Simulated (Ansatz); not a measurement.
SnO₂, one cell by several methods

```
CELL_PARAMETERS angstrom
4.73735 0.02369 0.02369
0.02369 4.73735 0.02369
0.01593 0.01593 3.18640
ATOMIC_POSITIONS crystal
Sn 0.00000 0.00000 0.00000
Sn 0.50000 0.50000 0.50000
O 0.30562 0.30562 0.00000
O 0.19438 0.80562 0.50000
O 0.69438 0.69438 0.00000
O 0.80562 0.19438 0.50000
```

Atoms are numbered in the order listed.

Structure: COD 2101853, as refined from experiment and not relaxed. The listed cell was then made from it by scaling, straining or moving an atom.

Spin–orbit coupling is left out, though it moves levels of the heavy atoms by tenths of an eV or more.

Methods: DFT, LDA, PAW with Ansatz's default frozen-core files, scalar-relativistic (Ansatz 0.2.0); DFT, LDA, all-electron PAW with datasets made for the crystal, scalar-relativistic (Ansatz 0.2.0); DFT, LDA, all-electron LAPW, scalar-relativistic (Ansatz 0.2.0).

For PAW: a Γ-centred 4×4×6 k mesh, Fermi–Dirac smearing of 0.03 eV, cutoff 420 eV, no spin polarisation; the PAW files were made with PBE, and the program remakes their frozen cores for this functional. The crystal-made all-electron datasets (AE datasets) take a cutoff of 460 eV at this cell. LAPW targets a basis error of 1 meV/atom. The Ansatz runs share mesh, smearing and spin set-up. Plane-wave (PAW) pressures include the program's estimate of the Pulay term.

Stress and pressure are positive in compression.

The change that made this cell: equal xy, yz and zx engineering shear strains of +1 %.

Spin–orbit coupling is left out, which moves gradients at and beside heavy atoms by some per cent and at worst by a factor of two.

```csv
quantity,PAW,AE datasets,LAPW
pressure (GPa),?,-0.84,-0.84
stress xx (GPa),-1.14,-1.04,-1.04
stress zz (GPa),-0.58,-0.45,-0.45
stress yz (GPa),-1.12,-1.12,-1.12
stress xz (GPa),-1.12,-1.12,-1.12
stress xy (GPa),-2.04,-2.03,-2.03
"force on O3, z (eV/Å)",0.103,0.103,0.103
"force on O4, x (eV/Å)",-0.075,-0.076,-0.076
band gap (eV),1.105,1.110,1.110
field gradient Vzz at Sn2 (10²¹ V/m²),?,?,–
field gradient Vzz at O3 (10²¹ V/m²),-10.55,-10.38,–
field gradient Vzz at O4 (10²¹ V/m²),-10.56,-10.39,–
```

(1) Give the missing entry: row "pressure (GPa)", column "PAW".

(2) Fill in "PAW" for the row "field gradient Vzz at Sn2 (10²¹ V/m²)".

(3) Give the missing entry: row "field gradient Vzz at Sn2 (10²¹ V/m²)", column "AE datasets".

Answers

(1) -0.95.

(2) 6.42.

(3) 6.54.
